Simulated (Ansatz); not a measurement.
Crystal: Cs2AgBiBr6.

```xyz
10
Lattice="0.0000 5.6161 5.6161 5.6161 0.0000 5.6161 5.6161 5.6161 0.0000" Properties=species:S:1:pos:R:3 pbc="T T T"
Bi    0.0000    0.0000    0.0000
Cs    8.4242    8.4242    8.4242
Cs    2.8081    2.8081    2.8081
Ag    5.6161    5.6161    5.6161
Br    5.6161    5.6161    8.4180
Br    5.6161    5.6161    2.8142
Br    2.8142    5.6161    5.6161
Br    5.6161    8.4180    5.6161
Br    8.4180    5.6161    5.6161
Br    5.6161    2.8142    5.6161
```

Base run:

* Program: Ansatz 0.2.0
* Functional: HSE06
* Potentials or basis: Ansatz PAW
* Cutoff: 420 eV
* Density cutoff: 1680 eV
* k mesh: 4 × 4 × 4
* Occupations: fermi-dirac, width 0.05 eV
* Spin: no spin polarisation

Its results: band gap on the k mesh 2.12 eV, indirect (least direct gap 3.35 eV); largest force 0.105 eV/Å.

Task: The run is repeated on the same cell with these changes: functional from HSE06 to PBEsol. What comes out?

Result: Band gap on the k mesh 1.17 eV, indirect (least direct gap 2.39 eV); largest force 0.302 eV/Å.

HSE06 gives the wider gap, since exact exchange removes part of the self-interaction.

Caveats: spin-orbit coupling is left out, which as a rule narrows the gap of such compounds by several tenths of an eV; the PAW data sets come from PBE, with cores solved anew for the run's functional, which leaves a small shift of forces and pressure.

Not every run made on this cell is shown here.
